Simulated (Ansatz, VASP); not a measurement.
Bi in VASP and in Ansatz

```xyz
2
Lattice="3.2166 0.0000 0.0000 0.0000 3.2000 0.0000 -0.0799 0.0000 6.4006" Properties=species:S:1:pos:R:3 pbc="T T T"
Bi    1.6907    0.0000    4.7978
Bi    1.4460    0.0000    1.6029
```

Change from the starting cell: volume scaled by 0.98.

Alike in both runs: task single point; functional LDA; k mesh 8 × 8 × 4; occupations fermi-dirac, width 0.05 eV; no spin polarisation.

|  | VASP | Ansatz |
| --- | --- | --- |
| version | VASP 6.6.1 | Ansatz 0.2.0 |
| potentials or method | VASP PAW LDA potentials, release 64 (Bi_d), cutoff 520 eV | all-electron LAPW, scalar-relativistic |

|  | VASP | Ansatz | Ansatz less VASP |
| --- | --- | --- | --- |
| gap on the k mesh at the Fermi level (eV) | none | none | - |
| pressure (GPa) | -0.6 | -0.7 | -0.05 |
| largest component of the traceless stress (GPa) | 0.61 | 0.60 | -0.002 |
| rms of the force components (eV/Å) | 0.007 | 0.007 | +0.0005 |

Atom by atom the forces differ by 0.000 eV/Å (rms over components). A gap of «none» marks a metal or a gap that the smearing closes. Ansatz ran all-electron here, so the differences hold the error of VASP's frozen core and of both bases.

Caveats: spin-orbit coupling is left out, which moves the levels of the heavy elements.
